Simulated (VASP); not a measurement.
# Ge (I4_1/amd) in VASP: notebook, part 2 of 2

VASP 6.6.1. Earlier steps stand in the parts before.

## (4) Vibrations by finite differences, r2SCAN

This run uses another cell than the first one, of 16.38 Å³/atom, 0.884 times its volume.

INCAR

```
SYSTEM = Ge
ALGO = Normal
EDIFF = 1E-8
ENCUT = 520
IBRION = 6
ISIF = 2
ISMEAR = 0
LASPH = .True.
LCHARG = .False.
LMIXTAU = .True.
LREAL = .False.
LWAVE = .False.
METAGGA = R2SCAN
NBANDS = 21
NELM = 80
NFREE = 2
NSW = 1
POTIM = 0.015
PREC = Accurate
SIGMA = 0.02
```

KPOINTS

```
k-points
0
Gamma
  12 12 12
  0 0 0
```

POSCAR

```
Ge                                      
1.0
   -2.4678742681      2.4678742681      1.3447589097
    2.4678742681     -2.4678742681      1.3447589097
    2.4678742681      2.4678742681     -1.3447589097
  Ge            
     2
Direct
     0.2500000000000000    0.7500000000000000    0.5000000000000000
     0.5000000000000000    0.5000000000000000    0.0000000000000000
```

Potentials or basis: VASP PAW PBE potentials, release 64 (Ge_d).

Command:

```
> cat potpaw_PBE.64/Ge_d/POTCAR > POTCAR
> mpirun -np 1 vasp_std > vasp.out
```

OUTCAR:

```text
SYSTEM = Ge
   EDIFF = 1E-8
   ENCUT = 520
   IBRION = 6
   ISIF = 2
   ISMEAR = 0
   LASPH = .True.
   LREAL = .False.
   METAGGA = R2SCAN
   NELM = 80
   NFREE = 2
   NSW = 1
   POTIM = 0.015
   PREC = Accurate

 ion  position               nearest neighbor table
   1  0.250  0.750  0.500-   2 2.56   2 2.56   2 2.56   2 2.56
   2  0.500  0.500  0.000-   1 2.56   1 2.56   1 2.56   1 2.56

  LATTYP: Found a body centered tetragonal cell.
 ALAT       =     4.9357485362
 C/A-ratio  =     0.5449057625

  Lattice vectors:

 A1 = (  -2.4678742681,   2.4678742681,   1.3447589097)
 A2 = (   2.4678742681,  -2.4678742681,   1.3447589097)
 A3 = (   2.4678742681,   2.4678742681,  -1.3447589097)

Analysis of symmetry for initial positions (statically):
=====================================================================
 Subroutine PRICEL returns:
 Original cell was already a primitive cell.

 Routine SETGRP: Setting up the symmetry group for a
 body centered tetragonal supercell.

 Subroutine GETGRP returns: Found 16 space group operations
 (whereof  8 operations were pure point group operations)
 out of a pool of 16 trial point group operations.

The static configuration has the point symmetry D_2d.
 The point group associated with its full space group is D_4h.

Analysis of symmetry for dynamics (positions and initial velocities):
=====================================================================
 Subroutine PRICEL returns:
 Original cell was already a primitive cell.

 Routine SETGRP: Setting up the symmetry group for a
 body centered tetragonal supercell.

 Subroutine GETGRP returns: Found 16 space group operations
 (whereof  8 operations were pure point group operations)
 out of a pool of 16 trial point group operations.

The dynamic configuration has the point symmetry D_2d.
 The point group associated with its full space group is D_4h.

 Subroutine INISYM returns: Found 16 space group operations
 (whereof  8 operations are pure point group operations),
 and found     1 'primitive' translations

----------------------------------------------------------------------------------------

                                     Primitive cell

  volume of cell :      32.7605

  direct lattice vectors                    reciprocal lattice vectors
    -2.467874268  2.467874268  1.344758910     0.000000000  0.202603514  0.371813859
     2.467874268 -2.467874268  1.344758910     0.202603514  0.000000000  0.371813859
     2.467874268  2.467874268 -1.344758910     0.202603514  0.202603514  0.000000000

  length of vectors
     3.740211669  3.740211669  3.740211669     0.423430903  0.423430903  0.286524638

  position of ions in fractional coordinates (direct lattice)
     0.250000000  0.750000000  0.500000000
     0.500000000  0.500000000  0.000000000

[... 108 lines left out ...]
 non-spin polarized calculation
 Gauss-broadening in eV      SIGMA  =   0.02
  energy-cutoff  :      520.00
  volume of cell :       32.76
 maximum number of plane-waves:       904
   NGX = 13   NGY = 13   NGZ = 13

--------------------------------------- Ionic step        1  -------------------------------------------

 number of electron      27.9999984 magnetization

 Free energy of the ion-electron system (eV)
  ---------------------------------------------------
  ext. energy  EPLUGINS =         0.00000000
  ---------------------------------------------------
  free energy    TOTEN  =       -26.85932968 eV

  energy without entropy =      -26.85903469  energy(sigma->0) =      -26.85918219

------------------------ aborting loop because EDIFF is reached ----------------------------------------

  FORCE on cell =-STRESS in cart. coord.  units (eV):
  Direction    XX          YY          ZZ          XY          YZ          ZX
  --------------------------------------------------------------------------------------
  -------------------------------------------------------------------------------------
  Total        2.7239347      2.7239347      2.7246819      0.0000000      0.0000000      0.0000000
  in kB      133.2161250    133.2161250    133.2526653      0.0000000      0.0000000      0.0000000
  external PRESSURE =     133.2283051 kB  Pullay stress =       0.0000000 kB
[... 131 lines left out ...]
--------------------------------------- Ionic step        5  -------------------------------------------

 number of electron      27.9999985 magnetization

 Free energy of the ion-electron system (eV)
  ---------------------------------------------------
  ext. energy  EPLUGINS =         0.00000000
  ---------------------------------------------------
  free energy    TOTEN  =       -26.85922425 eV

  energy without entropy =      -26.85894706  energy(sigma->0) =      -26.85908565

 E-fermi :   8.2310     XC(G=0): -13.1115

 val. band max:        8.2293747885   @ k =  -0.1667   0.4167   0.1667
 cond. band min:       8.2359817889   @ k =   0.2500   0.0000  -0.1667
 fundamental gap:      0.0066070004
 Fermi energy:         8.2310448468

 k-point     1 :       0.0000    0.0000    0.0000
  band No.  band energies     occupation
      1     -17.5210      2.00000
      2     -17.4477      2.00000
      3     -17.4140      2.00000
      4     -17.4082      2.00000
      5     -17.2480      2.00000
      6     -17.2406      2.00000
[... 565 lines left out ...]
     20      19.4915      0.00000
     21      20.4099      0.00000

 [... further k-points ...]

------------------------ aborting loop because EDIFF is reached ----------------------------------------

  FORCE on cell =-STRESS in cart. coord.  units (eV):
  Direction    XX          YY          ZZ          XY          YZ          ZX
  --------------------------------------------------------------------------------------
  -------------------------------------------------------------------------------------
  Total        2.6743736      2.7807064      2.7157677      0.0000000      0.0000000      0.0000000
  in kB      130.7923006    135.9925890    132.8167086      0.0000000      0.0000000      0.0000000
  external PRESSURE =     133.2005328 kB  Pullay stress =       0.0000000 kB
[... 17 lines left out ...]
  FREE ENERGIE OF THE ION-ELECTRON SYSTEM (eV)
  ---------------------------------------------------
  free  energy   TOTEN  =       -26.8592242494 eV

  energy  without entropy=      -26.8589470555  energy(sigma->0) =      -26.85908565

 INTERNAL STRAIN TENSORS FROM DISPLACED ATOMS
 ============================================

 INTERNAL STRAIN TENSOR FOR ION    1 for displacements in x,y,z  (eV/Angst):
          X           Y           Z          XY          YZ          ZX
  --------------------------------------------------------------------------------
  x     0.00000     0.00000     0.00000     0.00000     0.00000     2.48845
  y     0.00000     0.00000     0.00000     0.00000    -2.48850     0.00000
  z     3.54219    -3.54219     0.00000     0.00000     0.00000     0.00000

 INTERNAL STRAIN TENSOR FOR ION    2 for displacements in x,y,z  (eV/Angst):
          X           Y           Z          XY          YZ          ZX
  --------------------------------------------------------------------------------
  x     0.00000     0.00000     0.00000     0.00000     0.00000    -2.48845
  y     0.00000     0.00000     0.00000     0.00000     2.48850     0.00000
  z    -3.54219     3.54219     0.00000     0.00000     0.00000     0.00000

 Eigenvectors and eigenvalues of the dynamical matrix
 ----------------------------------------------------

   1 f  =    6.882835 THz    43.246130 2PiTHz  229.586675 cm-1    28.465107 meV
             X         Y         Z           dx          dy          dz
      2.467874  0.000000  0.672379     0.707107    0.000000    0.000000
      0.000000  0.000000  1.344759    -0.707107    0.000000    0.000000
[... 16 lines left out ...]
   5 f  =    0.000000 THz     0.000000 2PiTHz    0.000001 cm-1     0.000000 meV
             X         Y         Z           dx          dy          dz
      2.467874  0.000000  0.672379     0.048565    0.069666   -0.701989
      0.000000  0.000000  1.344759     0.048565    0.069666   -0.701989

   6 f/i=    0.000000 THz     0.000001 2PiTHz    0.000003 cm-1     0.000000 meV
             X         Y         Z           dx          dy          dz
      2.467874  0.000000  0.672379     0.218288    0.667631    0.081358
      0.000000  0.000000  1.344759     0.218288    0.667631    0.081358

 ELASTIC MODULI CONTR FROM IONIC RELAXATION (kBar)
 Direction    XX          YY          ZZ          XY          YZ          ZX
 --------------------------------------------------------------------------------
 XX        -729.9568    729.9568      0.0000      0.0000      0.0000      0.0000
 YY         729.9568   -729.9568      0.0000      0.0000      0.0000      0.0000
 ZZ           0.0000      0.0000      0.0000      0.0000      0.0000      0.0000
 XY           0.0000      0.0000      0.0000      0.0000      0.0000      0.0000
 YZ           0.0000      0.0000      0.0000      0.0000    -43.0363     -0.0000
 ZX           0.0000      0.0000      0.0000      0.0000     -0.0000    -43.0345
 --------------------------------------------------------------------------------
```

OSZICAR:

```text
N       E                     dE             d eps       ncg     rms          rms(c)
DAV:   1     0.154896879755E+03    0.15490E+03   -0.14282E+04  7954   0.408E+03
DAV:   2    -0.675073142523E+01   -0.16165E+03   -0.15638E+03  6911   0.601E+02
DAV:   3    -0.288821517736E+02   -0.22131E+02   -0.21966E+02  7687   0.132E+02
DAV:   4    -0.294560858939E+02   -0.57393E+00   -0.57361E+00  7795   0.251E+01
[... 12 lines left out ...]
DAV:  10    -0.268592241547E+02    0.36575E-06   -0.21257E-08 10885   0.131E-03    0.644E-05
DAV:  11    -0.268592243463E+02   -0.19163E-06   -0.28576E-09  7526   0.724E-04    0.286E-05
DAV:  12    -0.268592242275E+02    0.11886E-06   -0.16708E-09  6435   0.445E-04    0.141E-05
DAV:  13    -0.268592242485E+02   -0.20982E-07   -0.22996E-10  6165   0.201E-04    0.588E-06
DAV:  14    -0.268592242494E+02   -0.97589E-09   -0.44395E-11  6100   0.936E-05
   5 F= -.26859224E+02 E0= -.26859086E+02  d E =-.277194E-03
```

stdout:

```text
POSCAR found type information on POSCAR Ge
 POSCAR found :  1 types and       2 ions
 scaLAPACK will be used
 -----------------------------------------------------------------------------
|                                                                             |
|                                                                             |
|     You enforced a specific xc type in the INCAR file but a different       |
|     I HOPE YOU KNOW WHAT YOU ARE DOING!                                     |
|                                                                             |
 -----------------------------------------------------------------------------

 LDA part: xc-table for (None), standard interpolation
 POSCAR, INCAR and KPOINTS ok, starting setup
 FFT: planning ... GRIDC
 FFT: planning ... GRID_SOFT
 FFT: planning ... GRID
 WAVECAR not read
 entering main loop
 Found     2 degrees of freedom:
 Finite differences POTIM= 0.01500 DOF=   2
 bond charge predicted
 Finite differences progress:
 bond charge predicted
 Finite differences progress:
 bond charge predicted
 Finite differences progress:
 bond charge predicted
 Finite differences progress:
```

Wall time 50 min (1 thread of Intel Xeon 6975P-C (Granite Rapids), shared host); peak memory 0.52 GiB.

What came out:

```
Highest phonon frequency at Γ : 230 cm⁻¹
```

Phonon frequencies in cm⁻¹ (negative: imaginary):
```
              q point       frequencies
(0.000, 0.000, 0.000)  0 0 0 79 230 230
```

Caveat: the PAW data sets were made with another functional, which shifts forces and pressure a little.
